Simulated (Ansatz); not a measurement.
We consider rutile RuO₂, described by PBEsol in Ansatz (PAW).

Numerical settings: plane-wave cutoff 500 eV, 10×10×12 k mesh (along the axes of the cell as run), Fermi–Dirac smearing 0.05 eV, magnetic order afm, scalar-relativistic PAW data made under PBE.

Computed at the level's own relaxed cell.

**Question.** Estimate the equilibrium volume per atom, lattice constant a and c axis length that the calculation returns.

**Answer.** 
- equilibrium volume per atom: 10.28 Å³/atom
- lattice constant a: 4.466 Å
- c axis length: 3.091 Å

Measured, for comparison: lattice constant a 4.497 Å, lattice parameter c 3.105 Å (room temperature, not corrected to a static lattice; as tabulated in Hiroi (2015), arXiv:1503.02262). Computed (rounded) less measured: lattice constant a -0.7 %, lattice parameter c -0.5 %. A static lattice is as a rule a little smaller and stiffer than an uncorrected measurement, which narrows the difference in the lattice constant a, lattice parameter c and would widen misses of the other sign.

Ansatz is an electronic-structure program.
